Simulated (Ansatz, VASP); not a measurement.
## C: VASP beside Ansatz

```
C
1.0
     2.29387    0.00000    0.00000
    -1.14693    2.13607    0.00000
     0.00000    0.00000    8.56531
C
4
Direct
  0.00000 0.00000 0.00250
  0.00000 0.00000 0.50250
  0.33333 0.66667 0.00250
  0.66667 0.33333 0.50250
```

Change from the starting cell: mode 4 frozen in at +0.000 Å, normal strain along x -0.0700.

Alike in both runs: task single point; functional PBE; k mesh 18 × 18 × 6; occupations gaussian, width 0.15 eV; no spin polarisation.

|  | VASP | Ansatz |
| --- | --- | --- |
| version | VASP 6.6.1 | Ansatz 0.2.0 |
| potentials or method | VASP PAW PBE potentials, release 64 (C) | scalar-relativistic, plane waves, PAW |
| plane-wave cutoff (eV) | 520 | 520 |
| valence electrons in the cell | 16 | 16 |

```tsv
	VASP	Ansatz	Ansatz less VASP
gap on the k mesh at the Fermi level (eV)	0.90	0.89	-0.003
least direct gap on the mesh (eV)	0.90	0.89	-0.003
pressure (GPa)	28.9	28.5	-0.37
largest component of the traceless stress (GPa)	45.20	44.89	-0.310
rms of the force components (eV/Å)	0.797	0.791	-0.0059
```

Atom by atom the forces differ by 0.006 eV/Å (rms over components). The functional is the same, so the differences come from potentials, cutoffs and numerics.

Caveats: so large a pressure means that the cell lies far from this level's equilibrium, or that cutoff or potentials fall short (VASP); this functional lacks dispersion, which binds the layers, so the pressure and a relaxed spacing across them are unreliable; forces of over 1 eV/Å show positions far from the minimum, so gaps and moduli don't describe the material at rest.
